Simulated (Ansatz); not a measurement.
Runs of Ansatz 0.2.0 on Sn. It takes space group Fd-3m (No. 227, cubic). The conventional cell has a = 6.467 Å, b = 6.467 Å, c = 6.467 Å, α = 90.00°, β = 90.00°, γ = 90.00°. Around Sn (site symmetry -43m) lie 4 Sn at 2.80 Å. This isn't the form of Sn at room conditions, which is tetragonal (white tin).

| task | level | cell | k mesh | smearing | atoms under strain | gap on the mesh (eV) | pressure (GPa) | relaxed volume (Å³/atom) |
| --- | --- | --- | --- | --- | --- | --- | --- | --- |
| single point | PBE | as given | 7 × 7 × 7 | gaussian 0.018 eV | - | none | 3.8 | - |
| elastic constants | PBEsol | as given | 5 × 5 × 5 | fermi-dirac 0.05 eV | relaxed | none | 1.8 | - |
| single point | PBE | as given | 7 × 7 × 7 | gaussian 0.019 eV | - | none | 3.8 | - |
| single point | PBE | as given | 7 × 7 × 7 | gaussian 0.02 eV | - | none | 3.8 | - |
| relaxation of cell and atoms | BLYP | relaxed | 7 × 7 × 7 | fermi-dirac 0.05 eV | - | - | 0.0 | 39.62 |
| relaxation of cell and atoms | RPBE+D4 | relaxed | 7 × 7 × 7 | fermi-dirac 0.05 eV | - | - | 0.0 | 35.32 |
| single point | PBE | as given | 7 × 7 × 7 | gaussian 0.016 eV | - | none | 3.8 | - |
| relaxation of cell and atoms | PBEsol+D4 | relaxed | 7 × 7 × 7 | fermi-dirac 0.05 eV | - | - | 0.0 | (a) |

Alike in all rows: potentials or basis Ansatz PAW; no spin polarisation; cutoff (eV) 420.

Q: Fill in the values left out.

A: (a) 34.30.

Caveats: the PAW data sets come from PBE, with cores solved anew for the run's functional, which leaves a small shift of forces and pressure (some runs); the plane-wave basis is chosen anew once the cell has moved, so the energies of steps on either side of that aren't comparable (some runs); elastic constants of metals need much finer meshes, so these are rough (some runs); the volume moved by over 15 % at a fixed basis, so the end points are rough (some runs); the volume moved by +17 % from the deposited cell, more than functionals usually miss (some runs).

A k mesh can miss the band edges, and the runs leave out spin-orbit coupling on Sn.

A gap of «none» marks a metal or a gap under the smearing width.
